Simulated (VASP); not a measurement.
LiSe4:

```
Li Se
1.0
     5.37752    0.00000    0.00000
     0.00000    5.37752    0.00000
     0.00000    0.00000    2.67302
Li Se
1 4
Cartesian
  2.6888 2.6888 1.3365
  1.3444 4.0331 0.0000
  1.3444 1.3444 0.0000
  4.0331 4.0331 0.0000
  4.0331 1.3444 0.0000
```

The cell was built by a generator and needn't be a form met in nature.

* Program: VASP 6.6.1
* Task: relaxation of cell and atoms
* Functional: PBE
* Dispersion: D3(BJ)
* Potentials or basis: VASP PAW PBE potentials, release 64 (Li_sv, Se)
* Cutoff: 600 eV
* k mesh: 4 × 4 × 6
* Occupations: gaussian, width 0.1 eV
* Spin: no spin polarisation

At the start: pressure 30.5 GPa; volume 15.46 Å³/atom.

Problem. Where does the relaxation end?

Solution. Over 22 steps the energy falls by 554.0 meV/atom and the volume is 21.74 Å³/atom (+40.6 %); space group P4/mmm (No. 123, to 0.05 Å).

The path:
```
step  energy change (eV)  largest force (eV/Å)  pressure (GPa)  volume (Å³)
   1              0.0000                1.4184           30.46        77.30
   2             -1.7109                0.1636           -6.71       114.93
   3             -1.9957                0.3016           -0.76       101.12
   4             -1.9960                0.2915           -1.13       101.72
   5             -2.1324                0.1269           -0.43       100.79
   6             -2.4535                0.6699            4.96        97.30
   7             -2.3558                1.0826            8.90        95.61
   8             -2.4554                0.7670            5.73        96.93
   9             -2.5031                0.8412            5.77        97.73
  10             -2.5384                0.8180            5.91        98.90
  11             -2.5089                0.9689            6.66       101.09
  12             -2.5465                0.8244            6.07        99.69
  13             -2.6338                0.6628            4.21       101.89
  14             -2.7454                0.3161           -0.04       108.12
  15             -2.7474                0.2767           -0.54       109.02
  16             -2.7474                0.2685           -0.65       109.21
  17             -2.7544                0.2306           -0.53       109.10
  18             -2.7676                0.1120           -0.14       108.78
  19             -2.7561                0.1460            0.88       108.10
  20             -2.7696                0.0456            0.11       108.59
  21             -2.7696                0.0409            0.12       108.58
  22             -2.7702                0.0270            0.00       108.71
```

Final structure:
```yaml
crystal:
  lattice:
    - [5.40715, 0.00000, 0.00000]
    - [0.00000, 5.40715, 0.00000]
    - [0.00000, 0.00000, 3.71823]
  atoms:
    - { symbol: Li, position: [0.50000, 0.50000, 0.50000] }
    - { symbol: Se, position: [0.24243, 0.75757, 0.00000] }
    - { symbol: Se, position: [0.24243, 0.24243, 0.00000] }
    - { symbol: Se, position: [0.75757, 0.75757, 0.00000] }
    - { symbol: Se, position: [0.75757, 0.24243, 0.00000] }
```

Caveat: the k mesh is coarse (spacing up to 0.39 Å⁻¹), so the values aren't converged; the cutoff is under 1.25 times the usual one of these potentials, so pressure, stress and relaxed cells hold a basis-set (Pulay) error; the volume moved by over 15 % at a fixed basis, so the end points are rough.
